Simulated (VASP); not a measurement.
# Sn (Fd-3m) in VASP: further runs

One crystal, Sn, is run at these levels: PBE; tasks: relaxation of the atoms.

Everything below comes from runs of VASP 6.6.1. Logs are shortened: lines on timing, memory, paths and dates and some standing lists are left out, and cuts for length are marked.

## 1. The structure

The structure is cubic, space group Fd-3m (No. 227). Conventional cell: a = 6.664 Å, b = 6.664 Å, c = 6.664 Å, α = 90.00°, β = 90.00°, γ = 90.00°. Around Sn (site symmetry -43m) lie 4 Sn at 2.89 Å.

This isn't the form of Sn at room conditions, which is tetragonal (white tin).

## 2. Relaxation of the atoms, PBE (a relaxed cell with its volume scaled by 0.94)

Contents of INCAR:

```
SYSTEM = Sn
ALGO = Fast
EDIFF = 1E-7
EDIFFG = -0.01
ENCUT = 300
GGA = PE
IBRION = 2
ISIF = 2
ISMEAR = 0
LASPH = .True.
LCHARG = .False.
LREAL = .False.
LWAVE = .False.
NELM = 80
NSW = 40
PREC = Accurate
SIGMA = 0.03
```

Contents of KPOINTS:

```
k-points
0
Gamma
  5 5 5
  0 0 0
```

Contents of POSCAR:

```
Sn                                      
1.0
    0.0000000000      3.2638520121      3.2638520121
    3.2638520121      0.0000000000      3.2638520121
    3.2638520121      3.2638520121      0.0000000000
  Sn            
     2
Direct
     0.0000000000000000    0.0000000000000000    0.0000000000000000
     0.2500000000000000    0.2500000000000000    0.2500000000000000
```

Potentials or basis: VASP PAW PBE potentials, release 64 (Sn).

The run is started by

```console
$ cat potpaw_PBE.64/Sn/POTCAR > POTCAR
$ mpirun -np 1 vasp_std > vasp.out
```

OUTCAR:

```text
SYSTEM = Sn
   EDIFF = 1E-7
   EDIFFG = -0.01
   ENCUT = 300
   GGA = PE
   IBRION = 2
   ISIF = 2
   ISMEAR = 0
   LASPH = .True.
   LREAL = .False.
   NELM = 80
   NSW = 40
   PREC = Accurate

 ion  position               nearest neighbor table
   1  0.000  0.000  0.000-   2 2.83   2 2.83   2 2.83   2 2.83
   2  0.250  0.250  0.250-   1 2.83   1 2.83   1 2.83   1 2.83

  LATTYP: Found a face centered cubic cell.
 ALAT       =     6.5277040242

  Lattice vectors:

 A1 = (   0.0000000000,   3.2638520121,   3.2638520121)
 A2 = (   3.2638520121,   0.0000000000,   3.2638520121)
 A3 = (   3.2638520121,   3.2638520121,   0.0000000000)

Analysis of symmetry for initial positions (statically):
=====================================================================
 Subroutine PRICEL returns:
 Original cell was already a primitive cell.

 Routine SETGRP: Setting up the symmetry group for a
 face centered cubic supercell.

 Subroutine GETGRP returns: Found 48 space group operations
 (whereof 24 operations were pure point group operations)
 out of a pool of 48 trial point group operations.

The static configuration has the point symmetry T_d .
 The point group associated with its full space group is O_h .

Analysis of symmetry for dynamics (positions and initial velocities):
=====================================================================
 Subroutine PRICEL returns:
 Original cell was already a primitive cell.

 Routine SETGRP: Setting up the symmetry group for a
 face centered cubic supercell.

 Subroutine GETGRP returns: Found 48 space group operations
 (whereof 24 operations were pure point group operations)
 out of a pool of 48 trial point group operations.

The dynamic configuration has the point symmetry T_d .
 The point group associated with its full space group is O_h .

 Subroutine INISYM returns: Found 48 space group operations
 (whereof 24 operations are pure point group operations),
 and found     1 'primitive' translations

----------------------------------------------------------------------------------------

                                     Primitive cell

  volume of cell :      69.5379

  direct lattice vectors                    reciprocal lattice vectors
     0.000000000  3.263852012  3.263852012    -0.153193220  0.153193220  0.153193220
     3.263852012  0.000000000  3.263852012     0.153193220 -0.153193220  0.153193220
     3.263852012  3.263852012  0.000000000     0.153193220  0.153193220 -0.153193220

  length of vectors
     4.615783781  4.615783781  4.615783781     0.265338441  0.265338441  0.265338441

  position of ions in fractional coordinates (direct lattice)
     0.000000000  0.000000000  0.000000000
     0.250000000  0.250000000  0.250000000

  ion indices of the primitive-cell ions
   primitive index   ion index
                 1           1
                 2           2

----------------------------------------------------------------------------------------

 KPOINTS: k-points

Automatic generation of k-mesh.
 Grid dimensions read from file:
 generate k-points for:    5    5    5

 Generating k-lattice:

  Cartesian coordinates                     Fractional coordinates (reciprocal lattice)
    -0.030638644  0.030638644  0.030638644     0.200000000  0.000000000  0.000000000
     0.030638644 -0.030638644  0.030638644     0.000000000  0.200000000  0.000000000
     0.030638644  0.030638644 -0.030638644     0.000000000  0.000000000  0.200000000

  Length of vectors
     0.053067688  0.053067688  0.053067688

  Shift w.r.t. Gamma in fractional coordinates (k-lattice)
     0.000000000  0.000000000  0.000000000

 Subroutine IBZKPT returns following result:
 ===========================================

 Found     10 irreducible k-points:

 Following reciprocal coordinates:
            Coordinates               Weight
  0.000000  0.000000  0.000000      1.000000
  0.200000  0.000000  0.000000      8.000000
  0.400000  0.000000  0.000000      8.000000
  0.200000  0.200000  0.000000      6.000000
  0.400000  0.200000  0.000000     24.000000
 -0.400000  0.200000  0.000000     24.000000
 -0.200000  0.200000  0.000000     12.000000
  0.400000  0.400000  0.000000      6.000000
 -0.400000  0.400000  0.000000     12.000000
 -0.400000  0.400000  0.200000     24.000000
   k-points           NKPTS =     10   k-points in BZ     NKDIM =     10   number of bands    NBANDS=      8
   number of dos      NEDOS =    301   number of ions     NIONS =      2
   total plane-waves  NPLWV =  21952
   dimension x,y,z NGX =    28 NGY =   28 NGZ =   28
   dimension x,y,z NGXF=    56 NGYF=   56 NGZF=   56
   ions per type =               2
   NGX,Y,Z   is equivalent  to a cutoff of  10.08, 10.08, 10.08 a.u.
   NGXF,Y,Z  is equivalent  to a cutoff of  20.17, 20.17, 20.17 a.u.
 SYSTEM =  Sn
   PREC   = accura    normal or accurate (medium, high low for compatibility)
   ISTART =      0    job   : 0-new  1-cont  2-samecut
   ICHARG =      2    charge: 1-file 2-atom 10-const
   ISPIN  =      1    spin polarized calculation?
   LNONCOLLINEAR =      F non collinear calculations
   LSORBIT =      F    spin-orbit coupling
   LASPH  =      T    aspherical Exc in radial PAW
   ENCUT  =  300.0 eV  22.05 Ry    4.70 a.u.   6.52  6.52  6.52*2*pi/ulx,y,z
   NELM   =     80;   NELMIN=  2; NELMDL= -5     # of ELM steps
   EDIFF  = 0.1E-06   stopping-criterion for ELM
   LREAL  =      F    real-space projection
   EDIFFG = -.1E-01   stopping-criterion for IOM
   NSW    =     40    number of steps for IOM
   IBRION =      2    ionic relax: 0-MD 1-quasi-New 2-CG
   NFREE  =      1    steps in history (QN), initial steepest desc. (CG)
   ISIF   =      2    stress and relaxation
   ISYM   =      2    0-nonsym 1-usesym 2-fastsym
   POTIM  = 0.5000    time-step for ionic-motion
   TEBEG  =    0.0;   TEEND  =   0.0 temperature during run
   PSTRESS=    0.0 pullay stress
   NELECT =       8.0000    total number of electrons
   NUPDOWN=      -1.0000    fix difference up-down
   EMIN   =  10.00;   EMAX   =-10.00  energy-range for DOS
   EFERMI =   0.00;   METHOD = LEGACY
   ISMEAR =     0;   SIGMA  =   0.03  broadening in eV -4-tet -1-fermi 0-gaus
   EFERMI_NEDOS =   21; number of points for ismear=-14 and -15
   IALGO  =     68    algorithm
   IMIX   =      4    mixing-type and parameters
     AMIX     =   0.40;   BMIX     =  1.00
     AMIX_MAG =   1.60;   BMIX_MAG =  1.00
  volume/ion in A,a.u.               =      34.77       234.63
  Fermi-wavevector in a.u.,A,eV,Ry     =   0.796216  1.504631  8.625554  0.633960
  Thomas-Fermi vector in A             =   1.902696
   LORBIT       =      0    0 simple, 1 ext, 2 COOP (PROOUT), +10 PAW based schemes
   GGA     = PE    functional components
   LHFCALC =     F    Hartree Fock is set to
   AEXX    =    0.0000 exact exchange contribution
   IVDW    =     0    specifies the selected vdW correction
   LEPSILON=     F    determine dielectric tensor
   LRPA    =     F    only Hartree local field effects (RPA)
 conjugate gradient relaxation of ions
 non-spin polarized calculation
 RMM-DIIS sequential band-by-band and
 Gauss-broadening in eV      SIGMA  =   0.03
  energy-cutoff  :      300.00
  volume of cell :       69.54
 maximum number of plane-waves:       869
 NGX is ok and might be reduce to    28
   NGX = 13   NGY = 13   NGZ = 13

 number of electron       8.0000000 magnetization

 Free energy of the ion-electron system (eV)
  ---------------------------------------------------
  ext. energy  EPLUGINS =         0.00000000
  ---------------------------------------------------
  free energy    TOTEN  =        -7.55845332 eV

  energy without entropy =       -7.55758941  energy(sigma->0) =       -7.55802136

 E-fermi :   3.3931     XC(G=0):  -8.6700

 val. band max:        2.9039306368   @ k =   0.2000   0.0000   0.0000
 cond. band min:       3.4074044488   @ k =   0.4000   0.0000   0.0000
 fundamental gap:      0.5034738119
 Fermi energy:         3.3930876222

 k-point     1 :       0.0000    0.0000    0.0000
  band No.  band energies     occupation
      1      -7.1079      2.00000
      2       2.6631      2.00000
      3       3.4650      0.00070
      4       3.4650      0.00070
      5       3.4650      0.00070
      6       5.5299      0.00000
      7       5.5299      0.00000
      8       5.5299      0.00000

 k-point     2 :       0.2000    0.0000    0.0000
  band No.  band energies     occupation
      1      -6.7356      2.00000
      2       0.0781      2.00000
      3       2.9039      2.00000
      4       2.9039      2.00000
      5       3.8331      0.00000
      6       6.2364      0.00000
      7       6.2364      0.00000
      8       7.1303      0.00000

 k-point     3 :       0.4000    0.0000    0.0000
  band No.  band energies     occupation
      1      -5.8022      2.00000
      2      -2.3795      2.00000
      3       2.3559      2.00000
      4       2.3559      2.00000
      5       3.4074      0.49974
      6       6.6006      0.00000
      7       6.6006      0.00000
      8       9.0994      0.00000

 k-point     4 :       0.2000    0.2000    0.0000
  band No.  band energies     occupation
      1      -6.6039      2.00000
      2      -0.0318      2.00000
      3       2.1621      2.00000
      4       2.1621      2.00000
      5       4.5985      0.00000
      6       5.5145      0.00000
      7       7.4558      0.00000
      8       7.4558      0.00000

 k-point     5 :       0.4000    0.2000    0.0000
  band No.  band energies     occupation
      1      -5.7935      2.00000
      2      -1.9728      2.00000
      3       1.1308      2.00000
      4       1.6906      2.00000
      5       4.7744      0.00000
      6       6.1142      0.00000
      7       7.6072      0.00000
      8       8.0843      0.00000

 k-point     6 :      -0.4000    0.2000    0.0000
  band No.  band energies     occupation
      1      -5.2258      2.00000
      2      -2.9058      2.00000
      3       0.5096      2.00000
      4       1.8926      2.00000
      5       4.7373      0.00000
      6       6.8688      0.00000
      7       7.5934      0.00000
      8       9.1727      0.00000

 k-point     7 :      -0.2000    0.2000    0.0000
  band No.  band energies     occupation
      1      -6.1428      2.00000
      2      -1.3345      2.00000
      3       0.9853      2.00000
      4       2.6222      2.00000
      5       4.8470      0.00000
      6       6.6744      0.00000
      7       6.9027      0.00000
      8       7.5634      0.00000

 k-point     8 :       0.4000    0.4000    0.0000
  band No.  band energies     occupation
      1      -5.1334      2.00000
      2      -2.8473      2.00000
      3       1.1046      2.00000
      4       1.1046      2.00000
      5       4.0500      0.00000
      6       4.6586      0.00000
      7      10.2029      0.00000
      8      10.2038      0.00000

 k-point     9 :      -0.4000    0.4000    0.0000
  band No.  band energies     occupation
      1      -4.3258      2.00000
      2      -3.7704      2.00000
      3       0.2285      2.00000
      4       1.1929      2.00000
      5       4.3890      0.00000
      6       5.9826      0.00000
      7       9.5094      0.00000
      8       9.7662      0.00000

 k-point    10 :      -0.4000    0.4000    0.2000
  band No.  band energies     occupation
      1      -4.8656      2.00000
      2      -3.1394      2.00000
      3       0.2703      2.00000
      4       1.0058      2.00000
      5       6.1312      0.00000
      6       6.1691      0.00000
      7       7.1004      0.00000
      8       9.2769      0.00000

------------------------ aborting loop because EDIFF is reached ----------------------------------------

  FORCE on cell =-STRESS in cart. coord.  units (eV):
  Direction    XX          YY          ZZ          XY          YZ          ZX
  --------------------------------------------------------------------------------------
  -------------------------------------------------------------------------------------
  Total        1.1415267      1.1415267      1.1415267     -0.0000000     -0.0000000     -0.0000000
  in kB       26.3011822     26.3011822     26.3011822     -0.0000000     -0.0000000     -0.0000000
  external PRESSURE =      26.3011822 kB  Pullay stress =       0.0000000 kB

 VOLUME and BASIS-vectors are now :
 -----------------------------------------------------------------------------
  energy-cutoff  :      300.00
  volume of cell :       69.54
      direct lattice vectors                 reciprocal lattice vectors
     0.000000000  3.263852012  3.263852012    -0.153193220  0.153193220  0.153193220
     3.263852012  0.000000000  3.263852012     0.153193220 -0.153193220  0.153193220
     3.263852012  3.263852012  0.000000000     0.153193220  0.153193220 -0.153193220

 POSITION                                       TOTAL-FORCE (eV/Angst)
 -----------------------------------------------------------------------------------
      0.00000      0.00000      0.00000         0.000000      0.000000      0.000000
      1.63193      1.63193      1.63193        -0.000000     -0.000000     -0.000000
 -----------------------------------------------------------------------------------
    total drift:                                0.000000      0.000000     -0.000000

  FREE ENERGIE OF THE ION-ELECTRON SYSTEM (eV)
  ---------------------------------------------------
  free  energy   TOTEN  =        -7.5584533205 eV

  energy  without entropy=       -7.5575894082  energy(sigma->0) =       -7.55802136

 reached required accuracy - stopping structural energy minimisation
```

Run time: 6.5 s. Hardware: 1 thread of Intel Xeon Platinum 8488C (Sapphire Rapids), shared host; peak memory 0.14 GiB.

What came out:

```yaml
Free_energy: -7.5585 eV
Pressure_after_relaxing: 2.6 GPa
Band_gap_on_the_k_mesh: none (metal or under the smearing width)
```

Final structure:
```xyz
2
Lattice="0.0000 3.2639 3.2639 3.2639 0.0000 3.2639 3.2639 3.2639 0.0000" Properties=species:S:1:pos:R:3 pbc="T T T"
Sn    0.0000    0.0000    0.0000
Sn    1.6319    1.6319    1.6319
```

Caveat: the relaxation stopped at its first step, so nothing moved.

(Part 1 of 3 ends here.)
